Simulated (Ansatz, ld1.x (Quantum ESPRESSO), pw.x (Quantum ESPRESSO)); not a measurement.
## Sc: one change to the TM potential, in the atom and in the bcc crystal

Sc (Z = 21), norm-conserving Troullier–Martins (Kleinman–Bylander form), made with ld1.x (Quantum ESPRESSO) 7.5 (PBE, scalar-relativistic). Core [Ar], reference 3d1 4s2 4p0. Waves: 4p (bound, empty): rc 2.80 bohr; 3d (bound): rc 2.60 bohr; 4s (bound): rc 2.80 bohr. Local part: the s channel. Core correction: a·sin(br)/r model core inside 2.00 bohr.

Change: wave 4s (bound): rc 2.80 bohr becomes 4s (bound): rc 4.18 bohr.

Cutoffs, loose and tight: the cutoffs (Ry, on a coarse ladder) from which the occupation-weighted sum of valence levels, in a spherical-Bessel basis at the reference potential, stays within 10 and 1 mRy of its value at 400 Ry. They do not see the model core or the augmentation charge, which bear on the density cutoff. Test errors are all-electron minus pseudo excitation energies from the reference, over the configurations 3d1 4s1 4p0; 3d1 4s0 4p0; 3d1 4s1.5 4p0; 3d2 4s0 4p0; 3d1 4s0 4p1; 3d1 4s0 4p2; 3d2 4s1 4p0; variants that change the core or the reference have their own tests.

Crystal test: bcc Sc in pw.x 7.5, no spin, 13³ k-points, Fermi–Dirac smearing 0.01 Ry, cutoffs set for each file from its atomic test. The reference is all-electron LAPW (Ansatz 0.2.0) with the same functional, mesh and smearing; V0 and B0 come from Birch–Murnaghan fits to the pressures at five volumes. Errors are pseudo minus all-electron; Δ is the rms difference of the E(V) curves that follow from these fits, minima aligned, over ±6 % about the mean V0. Mesh and smearing are coarse, so the numbers serve the comparison and aren't converged zero-temperature values; the lattice is a test structure that the element need not adopt.

All-electron: a0 = 3.685 Å (V0 = 25.02 Å³/atom), B0 = 52.2 GPa.

Problem. Does the change bring the crystal closer to the all-electron result?

Solution. The mean pressure error goes from +2.63 to -0.87 GPa, so the change moves the solid closer to the all-electron pressures. The B0 error goes the other way, from +2.6 to +9.7 %.

```csv
quantity,base,changed
outcome (atom),generated,generated
"cutoff, loose (atom)",30 Ry,30 Ry
"cutoff, tight (atom)",40 Ry,40 Ry
bound ghosts (atom),none,none
largest test error (meV) (atom),-82 over the solved tests; 1 of 7 tests not solved or not reliable,-62 over the solved tests; 1 of 7 tests not solved or not reliable
cutoffs in pw.x (Ry),50/200,50/200
a0 (Å),3.740,3.665
a0 error (%),+1.51,-0.53
B0 error (%),+2.6,+9.7
Δ (meV/atom),13.4,4.7
mean pressure error (GPa),+2.63,-0.87
```

Base: This is a poor potential for the solid. Atomic configuration tests: 1 of 7 tests not solved or not reliable. Changed file: The largest radius (4.18 bohr) exceeds half the bond length (3.01 bohr), so the spheres overlap, which is one possible source of error among others. This is a poor potential for the solid. Atomic configuration tests: 1 of 7 tests not solved or not reliable. The logarithmic derivative shows an extra or strongly shifted pseudo pole above the reference energy (s near 1.63 Ry). The atomic cutoffs weigh occupied waves only.
